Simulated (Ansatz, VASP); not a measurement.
**GaAs in VASP and in Ansatz**

INCAR

```
PREC = Accurate
ENCUT = 900
EDIFF = 1E-6
ISMEAR = -1
SIGMA = 0.05
LREAL = False
LASPH = True
NELM = 60
ALGO = Fast
ISIF = 3
LWAVE = False
LCHARG = False
GGA = PE
IBRION = 2
NSW = 60
EDIFFG = -0.01
```

Contents of KPOINTS:

```
Automatic mesh
0
Gamma
  8 8 8
```

Contents of POSCAR:

```
GaAs
1.0
    0.0000000000      2.8268500000      2.8268500000
    2.8268500000      0.0000000000      2.8268500000
    2.8268500000      2.8268500000      0.0000000000
As Ga
1 1
Direct
    0.7500000000      0.7500000000      0.7500000000
    0.0000000000      0.0000000000      0.0000000000
```

input.yaml

```yaml
crystal:
  lattice:
    - [0.0, 2.82685, 2.82685]
    - [2.82685, 0.0, 2.82685]
    - [2.82685, 2.82685, 0.0]
  atoms:
    - { symbol: As, position: [0.75, 0.75, 0.75] }
    - { symbol: Ga, position: [0.0, 0.0, 0.0] }
hamiltonian:
  xc: pbe
  pseudopotentials: { kind: paw }
kpoints:
  mp_grid: { grid: [8, 8, 8] }
scf:
  occupations: { method: fermi_dirac, width: 0.05 }
output:
  forces: true
  stress: true
  write_density: true
  write_potential: true
  elf: true
  volumetric_format: npy
relax:
  f_tol: 0.01
  max_steps: 40
  cell: { stress_tol: 0.05 }
```

Alike in both runs: task relaxation of cell and atoms; functional PBE; k mesh 8 × 8 × 8; occupations fermi-dirac, width 0.05 eV; no spin polarisation.

```csv
,VASP,Ansatz
version,VASP 6.6.1,Ansatz 0.2.0
potentials or method,"VASP PAW PBE potentials, release 64 (As, Ga_d)",Ansatz PAW
plane-wave cutoff (eV),900,420
valence electrons in the cell,18,28
```

```tsv
	VASP	Ansatz	Ansatz less VASP
gap on the k mesh at the Fermi level, each at its own relaxed structure (eV)	0.13	0.16	+0.028
relaxed volume (Å³/atom)	23.81	23.71	-0.102
relaxed cell length with the largest relative difference (Å)	4.068	4.063	-0.0058
energy change over the relaxation (meV/atom)	-12	-11	+1.3
```

The two sets of potentials don't hold the same shells in valence.

Caveats: the plane-wave basis is chosen anew once the cell has moved, so the energies of steps on either side of that aren't comparable (Ansatz). A hybrid or GW would open this gap; PBE tends to underestimate it. Zero-point motion and thermal expansion aren't in these numbers. PBE usually gives volumes a little too large and moduli too small.
